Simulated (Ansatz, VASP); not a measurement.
**BaS: VASP beside Ansatz**

```
Ba S
1.0
     4.36573    0.00000    0.00000
    -2.18287    3.78084    0.00000
     0.00000    0.00000    3.97809
Ba S
1 1
Direct
  0.00000 0.00000 0.50000
  0.66667 0.33333 0.00000
```

Alike in both runs: task single point; functional r2SCAN; k mesh 6 × 6 × 8; occupations gaussian, width 0.02 eV; no spin polarisation.

```csv
,VASP,Ansatz
version,VASP 6.6.1,Ansatz 0.2.0
potentials or method,"VASP PAW PBE potentials, release 64 (Ba_sv, S)","scalar-relativistic, plane waves, PAW"
plane-wave cutoff (eV),520,500
valence electrons in the cell,16,16
```

|  | VASP | Ansatz | Ansatz less VASP |
| --- | --- | --- | --- |
| gap on the k mesh at the Fermi level (eV) | 2.34 | 2.40 | +0.063 |
| least direct gap on the mesh (eV) | 2.34 | 2.40 | +0.063 |
| pressure (GPa) | 0.5 | -0.1 | -0.61 |
| largest component of the traceless stress (GPa) | 0.18 | 0.09 | -0.093 |

Caveats: the PAW data sets were made with another functional, which shifts forces and pressure a little (VASP); spin-orbit coupling is left out, which moves the levels of the heavy elements. A k mesh can miss the band edges.
